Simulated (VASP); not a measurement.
The system is GaN.

```xyz
4
Lattice="3.1800 0.0000 0.0000 -1.5900 2.7540 0.0000 0.0000 0.0000 5.1660" Properties=species:S:1:pos:R:3 pbc="T T T"
Ga    1.5900    0.9180    2.5830
Ga    0.0000    1.8360    0.0000
N     1.5900    0.9180    4.5203
N     0.0000    1.8360    1.9373
```

- Program: VASP 6.6.1
- Task: relaxation of cell and atoms
- Functional: RPBE
- Potentials or basis: VASP PAW PBE potentials, release 64 (Ga_d, N)
- Cutoff: 600 eV
- k mesh: 10 × 10 × 5
- Occupations: fermi-dirac, width 0.05 eV
- Spin: no spin polarisation

At the start: pressure 11.1 GPa; volume 11.31 Å³/atom.

Task: Where does the relaxation end?

Result: Over 3 steps the energy falls by 24.0 meV/atom and the volume is 12.03 Å³/atom (+6.4 %); space group P6_3mc (No. 186, to 0.05 Å).

Step by step:
```csv
step,energy change (eV),largest force (eV/Å),pressure (GPa),volume (Å³)
1,0.0000,0.1386,11.15,45.24
2,-0.0373,0.0458,-7.11,50.59
3,-0.0959,0.0118,-0.05,48.12
```

Final structure:
```
Ga N
1.0
     3.24191    0.00000    0.00000
    -1.62095    2.80758    0.00000
     0.00000    0.00000    5.28703
Ga N
2 2
Direct
  0.66667 0.33333 0.49927
  0.33333 0.66667 0.99927
  0.66667 0.33333 0.87573
  0.33333 0.66667 0.37573
```

Caveat: the PAW data sets were made with another functional, which shifts forces and pressure a little.
